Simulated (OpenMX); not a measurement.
**InAs in OpenMX: the effect of volume scale**

InAs:

```
In As
1.0
     0.00000    2.75727    2.75727
     2.75727    0.00000    2.75727
     2.75727    2.75727    0.00000
In As
1 1
Direct
  0.50000 0.50000 0.50000
  0.00000 0.00000 0.00000
```

Measurements of this composition are mostly on another form, of space group No. 216.

Alike in all runs:

| Property | Result |
| --- | --- |
| Program | OpenMX 3.8.5 |
| Task | single point |
| Functional | PBE |
| Potentials or basis | OpenMX 2013 PBE set, In7.0-s3p2d2, As7.0-s3p2d2, grid cutoff 500 Ry |
| k mesh | 7 × 7 × 7 |
| Occupations | fermi-dirac, width 0.05 eV |
| Spin | no spin polarisation |

Task: One run gave: pressure -2.9 GPa. Which volume scale did it use?
A. 0.92
B. 1.08
C. 1
D. 0.88
E. 0.96

Result: B.

```tsv
volume scale	pressure (GPa)
0.88	12.4
0.92	7.8
0.96	4.3
1	1.1
1.04	-1.2
1.08	-2.9
```

Caveats: the basis of atomic orbitals isn't converged, which shifts pressures, moduli and gaps.
